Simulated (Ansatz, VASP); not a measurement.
One calculation of Hf, two programs

INCAR

```
SYSTEM = Hf
ALGO = Normal ; EDIFF = 1E-7
ENCUT = 520 ; GGA = PE
ISIF = 2 ; ISMEAR = 0
LASPH = .True. ; LCHARG = .False.
LREAL = .False. ; LWAVE = .False.
NBANDS = 11 ; NELM = 60
PREC = Accurate ; SIGMA = 0.05
```

The input KPOINTS:

```
k-points
0
Gamma
  18 18 18
  0 0 0
```

Contents of POSCAR:

```
Hf
1.0
   -1.7967742334      1.7967742334      1.7967742334
    1.7967742334     -1.7967742334      1.7967742334
    1.7967742334      1.7967742334     -1.7967742334
Hf
1
Direct
    0.0000000000      0.0000000000      0.0000000000
```

Input for Ansatz:

```yaml
crystal:
  lattice:
    - [-1.7967742334, 1.7967742334, 1.7967742334]
    - [1.7967742334, -1.7967742334, 1.7967742334]
    - [1.7967742334, 1.7967742334, -1.7967742334]
  atoms:
    - { symbol: Hf, position: [0.0, 0.0, 0.0] }
basis:
  ecutwfc: 420
  ecutrho_ratio: 4
kpoints:
  mp_grid: { grid: [18, 18, 18] }
hamiltonian:
  xc: pbe
scf:
  occupations: { method: gaussian, width: 0.05 }
output:
  forces: true
  stress: true
  eigenvalues: true
```

Alike in both runs: task single point; functional PBE; k mesh 18 × 18 × 18; occupations gaussian, width 0.05 eV; no spin polarisation.

|  | VASP | Ansatz |
| --- | --- | --- |
| version | VASP 6.6.1 | Ansatz 0.2.0 |
| potentials or method | VASP PAW PBE potentials, release 64 (Hf_pv) | scalar-relativistic, plane waves, PAW |
| plane-wave cutoff (eV) | 520 | 420 |
| valence electrons in the cell | 10 | 26 |

|  | VASP | Ansatz | Ansatz less VASP |
| --- | --- | --- | --- |
| gap on the k mesh at the Fermi level (eV) | none | none | - |
| pressure (GPa) | -4.1 | -3.8 | +0.36 |

A gap of «none» marks a metal or a gap that the smearing closes. With one functional, cell and mesh, what is left measures potentials, basis and numerics. The two sets of potentials don't hold the same shells in valence.

The runs have no spin-orbit coupling, so splittings on Hf are missing.
